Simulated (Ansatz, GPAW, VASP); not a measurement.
**BN: 3 runs at one level of theory**

```
N B
1.0
     0.00000    1.81300    1.81300
     1.81300    0.00000    1.81300
     1.81300    1.81300    0.00000
N B
1 1
Direct
  0.25000 0.25000 0.25000
  0.00000 0.00000 0.00000
```

The cell is a database's computed one, not the measured one.

Alike in all runs: task single point; functional PBE; k mesh 13 × 13 × 13; occupations gaussian, width 0.015 eV; no spin polarisation; no spin-orbit coupling. Pressure is positive in compression and, in plane waves, holds the error of the finite cutoff.

| program and potentials | plane-wave cutoff (eV) | notes | pressure (GPa) |
| --- | --- | --- | --- |
| Ansatz, all-electron LAPW, scalar-relativistic | - | - | ? |
| GPAW, GPAW PAW data sets (gpaw-data 1.2.1) | 800 | - | -1.60 |
| VASP, PBE PAW files B, N, 520 eV | 520 | - | -0.16 |

Estimate from the other rows what the run with Ansatz, all-electron LAPW, scalar-relativistic gave.

Pressure -0.41 GPa. The other rows, which needn't bracket it: pressure -1.60 to -0.16.
